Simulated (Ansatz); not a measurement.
# CdSe (Cadmoselite) (P6_3mc) in Ansatz: a series of runs

One crystal, CdSe (Cadmoselite), is run at these levels: PBEsol+D3(BJ), m-r2SCAN, PBE; tasks: relaxation of cell and atoms, single point.

Everything below comes from runs of Ansatz 0.2.0. Logs are shortened: lines on timing, memory, paths and dates and some standing lists are left out, and cuts for length are marked.

**Measured values to compare with.**

A printed reference work, data compilation reports, for a bulk crystal of CdSe at 2 K: band gap 1.841 eV.

How close the calculation comes is told below.

### 1 The structure

It takes space group P6_3mc (No. 186, hexagonal). Conventional cell: a = 4.300 Å, b = 4.300 Å, c = 7.020 Å, α = 90.00°, β = 90.00°, γ = 120.00°. Around Cd (site symmetry 3m) lie 4 Se at 2.61 to 2.70 Å. Se (site symmetry 3m) is surrounded by 4 Cd at 2.61 to 2.70 Å.

### 2 Relaxation of cell and atoms, PBEsol+D3(BJ)

Contents of input.yaml:

```yaml
crystal:
  lattice:
    - [4.3, 0.0, 0.0]
    - [-2.15, 3.7239092363, 0.0]
    - [0.0, 0.0, 7.02]
  atoms:
    - { symbol: Cd, position: [0.6666666667, 0.3333333333, 0.5] }
    - { symbol: Cd, position: [0.3333333333, 0.6666666667, 0.0] }
    - { symbol: Se, position: [0.6666666667, 0.3333333333, 0.885] }
    - { symbol: Se, position: [0.3333333333, 0.6666666667, 0.385] }
hamiltonian:
  xc: pbesol
  pseudopotentials: { kind: paw }
  dispersion: d3bj
kpoints:
  mp_grid: { grid: [7, 7, 4] }
scf:
  occupations: { method: fermi_dirac, width: 0.05 }
output:
  forces: true
  stress: true
  write_density: true
  write_potential: true
  elf: true
  volumetric_format: npy
relax:
  f_tol: 0.01
  max_steps: 40
  cell: { stress_tol: 0.05 }
```

Potentials or basis: Ansatz PAW.

The run is started by

```sh
> ansatz run input.yaml --threads 2 --pin off --max-ram 5120MiB --backend cpu --events-out ev --progress --plain --runs-dir out
```

Log:

```text
Warning: RAYON_NUM_THREADS=2 ignored (pool sized by the plan → 2); use --threads N
Engine: ansatz 0.2.0, aarch64-unknown-linux-gnu
Pseudopotentials: kind: paw
Pseudopotential: Cd, paw, valence charge 20, recommended cutoff 420 eV (normal), Cd.paw.azcp
Pseudopotential: Se, paw, valence charge 16, recommended cutoff 420 eV (normal), Se.paw.azcp
Functional definition: PBEsol
  exchange = pbesol_x
  correlation = pbesol_c
Crystal: 4 atoms, lattice volume = 112.410 Å³
Basis set: ecut = 420 eV, 2189 PW (Γ), exchange–correlation on 60×60×96 points (8 copies of the dense FFT grid, shifted against one another)
Bands: 44, of which v1, the nominal top of the filled ones, is band 36 counted from 1 (35 counted from 0)
Symmetry: 12 space group operations
Space group: P63mc (ITA 186), of the structure as read, at distance tolerance 4.8e-5 Å
k-points: 24 of 196 (time reversal used)
Non-local potential: Cd, projectors of the file, l = 0: 3, l = 1: 2, l = 2: 2, l = 3: 1
Non-local potential: Se, projectors of the file, l = 0: 2, l = 1: 2, l = 2: 3, l = 3: 1
PAW form: soft (Blöchl's): semilocal exchange-correlation on the pseudo side does not see the compensation charge
PAW frozen core: Cd, regenerated for the run's functional, and the local potential with it (the file was generated under x = pbe(κ = 0.804, μ = 0.2195149727645171), c = pbe(β = 0.06672455060314922))
PAW frozen core: Se, regenerated for the run's functional, and the local potential with it (the file was generated under x = pbe(κ = 0.804, μ = 0.2195149727645171), c = pbe(β = 0.06672455060314922))
PAW one-centre angular grid: Cd, 590 points (default); XC on 64 Gauss nodes
PAW one-centre angular grid: Se, 590 points (default); XC on 64 Gauss nodes
Initial density: superposition of atomic densities (neutral atoms: chi_scale 0, normalization atom), corrected by the library's trained network
Initial wavefunctions: pseudopotential atomic-orbital guess
Functional: x = pbesol(κ = 0.804, μ = 0.12345679012345678), c = pbesol(β = 0.046)
SCF iter   1: F=—  HF=-27219.981905 eV  |F-HF|=—  |Δ(HF+E_count)|=         —  Δρ=4.23e-3  dr2=2.37e-2  ethr=1.77e-3  ⟨swp⟩=6.2  Hψ=3862  notcnv=0  defer=12
preconditioner: auto → Resta (q_TF=auto, 2.533 Å⁻¹)  ε∞=4.1  [insulator: Δε(μ)=0.537 eV  Ē_g=12.017 eV  σ=0.050 eV  W_gap=0.99  n_scr=34 (ndim 8)  ℏωp=21.0 eV  f_vac=0.201  D(μ)=0.00/eV (n_scr^D=0)  ε∞_Penn≈4.1]
SCF iter   2: F=—  HF=-27219.975863 eV  |F-HF|=—  |Δ(HF+E_count)|=   6.04e-3  Δρ=1.62e-3  dr2=4.48e-3  ethr=3.30e-5  ⟨swp⟩=2.0  Hψ=1756  notcnv=0  defer=65
SCF iter   3: F=—  HF=-27219.975078 eV  |F-HF|=—  |Δ(HF+E_count)|=   7.85e-4  Δρ=5.36e-4  dr2=4.74e-4  ethr=6.23e-6  ⟨swp⟩=2.0  Hψ=1358  notcnv=0  defer=65
SCF iter   4: F=—  HF=-27219.975207 eV  |F-HF|=—  |Δ(HF+E_count)|=   1.30e-4  Δρ=1.74e-4  dr2=5.02e-5  ethr=6.59e-7  ⟨swp⟩=2.0  Hψ=1418  notcnv=0  defer=65
SCF iter   5: F=—  HF=-27219.975298 eV  |F-HF|=—  |Δ(HF+E_count)|=   9.09e-5  Δρ=6.29e-5  dr2=5.07e-6  ethr=6.97e-8  ⟨swp⟩=2.0  Hψ=1407  notcnv=0  defer=65
SCF iter   6: F=—  HF=-27219.975304 eV  |F-HF|=—  |Δ(HF+E_count)|=   5.54e-6  Δρ=2.46e-5  dr2=7.87e-7  ethr=7.05e-9  ⟨swp⟩=2.2  Hψ=1739  notcnv=0  defer=65
SCF iter   7: F=-27219.975305 eV  HF=-27219.975305 eV  |F-HF|=1.41e-7  |Δ(HF+E_count)|=   1.40e-6  Δρ=5.39e-6  dr2=5.25e-8  ethr=1.39e-10  ⟨swp⟩=6.0  Hψ=6344  notcnv=0
SCF 1 converged in 7 iterations: F = -27219.975305 eV  dr2 = 5.25e-8
relax step   1: F+E_penalty+E_count = -27219.97530533 eV  Δ(F+E_penalty+E_count) = +0.000e0 eV  max|allowed force component| = 2.652e-1 eV/Å  Δτ_max = 0.0000 Å  P = -1.533 GPa  Ω = 112.410 Å³  (7 SCF iters, dr2 threshold 1.00e-7 eV, accepted)
Crystal: 4 atoms, lattice volume = 107.392 Å³
Basis set: ecut = 420 eV, 2093 PW (Γ), exchange–correlation on 60×60×96 points (8 copies of the dense FFT grid, shifted against one another)
Initial density: handed on by an earlier stage of this run
Initial wavefunctions: those handed on with the density
[... 29 lines left out ...]
SCF iter   5: F=-27220.012136 eV  HF=-27220.012136 eV  |F-HF|=8.11e-9  |Δ(HF+E_count)|=   2.07e-8  Δρ=3.95e-6  dr2=1.58e-8  ethr=8.01e-11  ⟨swp⟩=7.0  Hψ=5638  notcnv=0
SCF 4 converged in 5 iterations: F = -27220.012136 eV  dr2 = 1.58e-8
relax step   4: F+E_penalty+E_count = -27220.01213640 eV  Δ(F+E_penalty+E_count) = -2.441e-4 eV  max|allowed force component| = 5.474e-4 eV/Å  Δτ_max = 0.0042 Å  P = -0.006 GPa  Ω = 108.994 Å³  energy of the carried Pulay correction = +5.443e-4 eV  (5 SCF iters, dr2 threshold 5.77e-8 eV, accepted)
Initial wavefunctions: pseudopotential atomic-orbital guess (no wavefunctions were taken with the density)
iter 1 solved again at ethr=1.09e-7 eV; its pass at ethr=3.10e-3 eV (dr2=7.82e-5 eV) is discarded
SCF iter   1: F=—  HF=-27220.011578 eV  |F-HF|=—  |Δ(HF+E_count)|=         —  Δρ=5.15e-5  dr2=5.32e-7  ethr=1.09e-7  ⟨swp⟩=3.0  Hψ=6525  notcnv=0
preconditioner: auto → Resta (q_TF=auto, 2.546 Å⁻¹)  ε∞=4.1  [insulator: Δε(μ)=0.602 eV  Ē_g=12.192 eV  σ=0.050 eV  W_gap=0.99  n_scr=34 (ndim 8)  ℏωp=21.3 eV  f_vac=0.184  D(μ)=0.00/eV (n_scr^D=0)  ε∞_Penn≈4.1]
SCF iter   2: F=—  HF=-27220.011578 eV  |F-HF|=—  |Δ(HF+E_count)|=   1.92e-7  Δρ=2.34e-5  dr2=1.24e-7  ethr=7.39e-10  ⟨swp⟩=2.0  Hψ=1884  notcnv=0
SCF iter   3: F=—  HF=-27220.011578 eV  |F-HF|=—  |Δ(HF+E_count)|=   7.35e-8  Δρ=7.10e-6  dr2=1.21e-8  ethr=1.72e-10  ⟨swp⟩=2.0  Hψ=1921  notcnv=0
SCF iter   4: F=—  HF=-27220.011578 eV  |F-HF|=—  |Δ(HF+E_count)|=   6.94e-9  Δρ=5.36e-7  dr2=3.04e-10  ethr=1.69e-11  ⟨swp⟩=2.0  Hψ=1395  notcnv=0
SCF iter   5: F=—  HF=-27220.011578 eV  |F-HF|=—  |Δ(HF+E_count)|=  3.27e-10  Δρ=1.66e-7  dr2=4.34e-11  ethr=1.00e-12  ⟨swp⟩=6.1  Hψ=4524  notcnv=0
SCF iter   6: F=-27220.011578 eV  HF=-27220.011578 eV  |F-HF|=1.09e-11  |Δ(HF+E_count)|=  7.28e-12  Δρ=6.94e-8  dr2=8.64e-12  ethr=1.00e-12  ⟨swp⟩=5.0  Hψ=4309  notcnv=0
SCF 5 converged in 6 iterations: F = -27220.011578 eV  dr2 = 8.64e-12
relax step   5: F+E_penalty+E_count = -27220.01157803 eV  Δ(F+E_penalty+E_count) = +5.584e-4 eV  max|allowed force component| = 5.617e-4 eV/Å  Δτ_max = 0.0000 Å  P = -0.005 GPa  Ω = 108.994 Å³  stress off target by 9.70e-3 GPa  SCF on the basis re-selected at this cell (its energy is not comparable with the rows above)  (6 SCF iters)
basis re-selected at this cell: Δ(F+E_penalty+E_count) = +5.584e-4 eV, ΔP = +0.002 GPa vs the last step (what re-selecting the basis moved, of the pressure what is left beyond the Pulay correction that the steps carried, after the strain that the cell walked since its last selection, with what the two solves' SCF thresholds leave and, on support functions, any second-order correction that the steps lacked; it is no measure of the basis error at this ecutwfc). This SCF's stress stands 9.70e-3 GPa from its target on what of the cell is left free (relax.cell.stress_tol is 5.00e-2 GPa) and its largest allowed force component is 5.62e-4 eV/Å (relax.f_tol is 1.00e-2 eV/Å): within both
SCF converged after 6 iterations
Free energy (F): -27220.011578 eV
Harris-Foulkes:  -27220.011578 eV  (|F-HF|=1.09e-11)
Internal energy: -27220.011547 eV  (E = F + TS)
E sigma→0 (E₀):  -27220.011562 eV
Entropy (-TS):   -0.000031 eV (-0.008 meV/atom)
Fermi energy:    8.145928 eV
--- Per-component energies (eV) ---
  E_band       = -1761.727680
  E_kinetic    = 1248.683292
  E_local      = -12632.891219  (includes V_loc(G=0)·N_el)
  E_nonlocal   = -1112.370866
  E_hartree    = 6008.413817
  E_xc         = -557.984086
  E_vxc        = -638.827777  (∫ρ·V_xc dr)
  E_paw        = -11763.292091  (= ΣΔE_a)
  E_vpaw       = -643.147636  (= ΣTr[D̂ρ^β])
  E_aug_tail   = -0.001156  (compensation charges beyond the density's cutoff)
  E_ewald      = -8412.053838
  E_disp       = -1.216219  (pairwise vdW)
  E_core_change = 2.700820  (= ΣΔE_core)
  E_smearing   = -0.000031  (= −TS)
  E_closure    = -0.000000  (closes the sum)
  Σ components = -27220.011578   (vs F -27220.011578, Δ=0.00e0)
--- Forces (eV/Å), atoms counted from 1 ---
  atom   1  Cd     0.00000000     0.00000000    -0.00056183
  atom   2  Cd     0.00000000    -0.00000000    -0.00056183
  atom   3  Se     0.00000000     0.00000000     0.00056161
  atom   4  Se     0.00000000    -0.00000000     0.00056161
  max |Σ_I F_I| component: 4.31e-7 eV/Å
--- Stress (GPa, compression-positive) ---
       -0.009703       0.000000       0.000000
        0.000000      -0.009703      -0.000000
        0.000000      -0.000000       0.005839
  P = ⅓ Tr σ = -0.0045 GPa (-0.045 kbar)
--- Band table (eV; the first three rows and the last of 24) ---
  k-point 0: bands = ["-93.7612", "-93.7612", "-54.8617", "-54.8617", "-54.8616", "-54.8616", "-54.8615", "-54.8611", "-38.9766", "-38.9765", "-38.9754", "-38.9754", "-38.9754", "-38.9754", "-38.9717", "-38.9717", "-38.9716", "-38.9716", "-4.9998", "-4.5844", "-0.2020", "-0.1929", "-0.1929", "-0.1178", "-0.1178", "0.1748", "0.1748", "0.2448", "0.2448", "0.5312", "3.1827", "6.9988", "6.9988", "7.7568", "7.8176", "7.8176", "8.4200", "9.9555", "13.6131", "13.6131", "13.8814", "14.8113", "14.8113", "15.4805"]
  k-point 1: bands = ["-93.7612", "-93.7612", "-54.8617", "-54.8617", "-54.8616", "-54.8616", "-54.8614", "-54.8612", "-38.9766", "-38.9765", "-38.9754", "-38.9754", "-38.9754", "-38.9754", "-38.9717", "-38.9717", "-38.9716", "-38.9716", "-4.9389", "-4.6445", "-0.1846", "-0.1846", "-0.1600", "-0.1315", "-0.1315", "0.1873", "0.1873", "0.2369", "0.2369", "0.3094", "3.7565", "6.5136", "7.1094", "7.1094", "7.6870", "7.6870", "9.5108", "10.0524", "13.4481", "13.7034", "13.7034", "14.5144", "14.5144", "14.7555"]
  k-point 2: bands = ["-93.7612", "-93.7612", "-54.8616", "-54.8616", "-54.8616", "-54.8616", "-54.8613", "-54.8613", "-38.9765", "-38.9765", "-38.9754", "-38.9754", "-38.9754", "-38.9754", "-38.9717", "-38.9717", "-38.9717", "-38.9717", "-4.7914", "-4.7914", "-0.1607", "-0.1607", "-0.1607", "-0.1607", "0.0008", "0.0008", "0.2144", "0.2144", "0.2144", "0.2144", "5.0252", "5.0252", "7.3883", "7.3883", "7.3883", "7.3883", "10.1500", "10.1500", "13.5977", "13.5977", "14.0199", "14.0199", "14.0199", "14.0199"]
  k-point 23: bands = ["-93.7612", "-93.7612", "-54.8619", "-54.8619", "-54.8618", "-54.8618", "-54.8613", "-54.8613", "-38.9765", "-38.9765", "-38.9755", "-38.9755", "-38.9754", "-38.9754", "-38.9716", "-38.9716", "-38.9716", "-38.9716", "-4.4950", "-4.4950", "-0.0432", "-0.0432", "-0.0196", "-0.0196", "0.1532", "0.1532", "0.2051", "0.2051", "0.6341", "0.6341", "3.5364", "3.5364", "5.3527", "5.3527", "6.5741", "6.5741", "11.4970", "11.4970", "13.4554", "13.4554", "14.0579", "14.0579", "15.8493", "15.8493"]
--- Relaxed structure (4 steps of the walk, 4 accepted, 1 SCFs on fresh bases) ---
  F+E_penalty+E_count = -27220.01157803 eV   max|allowed force component| = 5.617e-4 eV/Å   (the final SCF, on the basis selected at the relaxed cell)
  cell:  # Å, volume = 108.9941 Å³
    - [4.255239915359361, 0.0, -5.719869690246191e-35]
    - [-2.1276199576796806, 3.6851458658987513, 2.8599348451230954e-35]
    - [-9.338019819856549e-35, 1.8676039639713097e-34, 6.95062836695121]
  atoms:
    - { symbol: Cd, position: [0.6666666666666667, 0.33333333333333337, 0.5048048626647271] }
    - { symbol: Cd, position: [0.33333333333333337, 0.6666666666666667, 0.0048048626647271605] }
    - { symbol: Se, position: [0.6666666666666667, 0.33333333333333337, 0.8801951373352729] }
    - { symbol: Se, position: [0.33333333333333337, 0.6666666666666667, 0.380195137335273] }
```

Wall time 28 s (2 threads of Arm Neoverse V1, shared host); peak memory 0.41 GiB.

Results:

```yaml
Free_energy: -27220.0116 eV
Relaxed_volume: 27.25 Å³/atom
Relaxed_cell: a = 4.255 Å, b = 4.255 Å, c = 6.951 Å, α = 90.00°, β = 90.00°, γ = 120.00°
Space_group_after_relaxing_to_0.05_Å: P6_3mc (No. 186)
Energy_gained_by_relaxing: 9.1 meV/atom
Ionic_steps: 5
Pressure_after_relaxing: 0.0 GPa
Band_gap_on_the_k_mesh: 0.60 eV, direct
```

Step by step:
| step | energy change (eV) | largest force (eV/Å) | volume (Å³) |
| --- | --- | --- | --- |
| 1 | 0.0000 | 0.2652 | 112.41 |
| 2 | -0.0308 | 0.0664 | 107.39 |
| 3 | -0.0366 | 0.0278 | 109.13 |
| 4 | -0.0368 | 0.0006 | 108.99 |
| 5 | -0.0363 | 0.0006 | 108.99 |

Final structure:
```xyz
4
Lattice="4.2552 0.0000 0.0000 -2.1276 3.6851 0.0000 0.0000 0.0000 6.9506" Properties=species:S:1:pos:R:3 pbc="T T T"
Cd    2.1276    1.2284    3.5087
Cd    0.0000    2.4568    0.0334
Se    2.1276    1.2284    6.1179
Se    0.0000    2.4568    2.6426
```

Caveat: odd divisions of the mesh miss points on the zone boundary, where band edges often lie, so the gap on the mesh can be too wide; the plane-wave basis is chosen anew once the cell has moved, so the energies of steps on either side of that aren't comparable; the PAW data sets come from PBE, with cores solved anew for the run's functional, which leaves a small shift of forces and pressure. A hybrid or GW would open this gap; PBEsol tends to underestimate it.

(Part 1 of 2 ends here.)
